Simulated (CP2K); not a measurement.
KBr:

```
Br K
1.0
     4.66690    0.00000    0.00000
     2.33345    4.04166    0.00000
     2.33345    1.34722    3.81051
Br K
1 1
Direct
  0.50000 0.50000 0.50000
  0.00000 0.00000 0.00000
```

Base run:

- Program: CP2K 2026.2
- Functional: PBEsol
- Potentials or basis: POTENTIAL_UZH Br GTH-PBE-q7, K GTH-PBE-q9; TZVP-MOLOPT-PBE-GTH basis
- Density cutoff: 6123 eV
- k mesh: 7 × 7 × 7
- Occupations: fermi-dirac, width 0.05 eV
- Spin: no spin polarisation

Its results: band gap on the k mesh 4.18 eV, direct; pressure -0.2 GPa.

Problem. The run is repeated on the same cell with these changes: functional from PBEsol to PBE; occupations from fermi-dirac, width 0.05 eV to fermi-dirac, width 0.0259 eV. What comes out?

Solution. Band gap on the k mesh 4.38 eV, direct; pressure 0.8 GPa.

Caveats: the basis of atomic orbitals isn't converged, which shifts pressures, moduli and gaps; the potentials were made for another functional, which shifts forces and pressure (some runs).
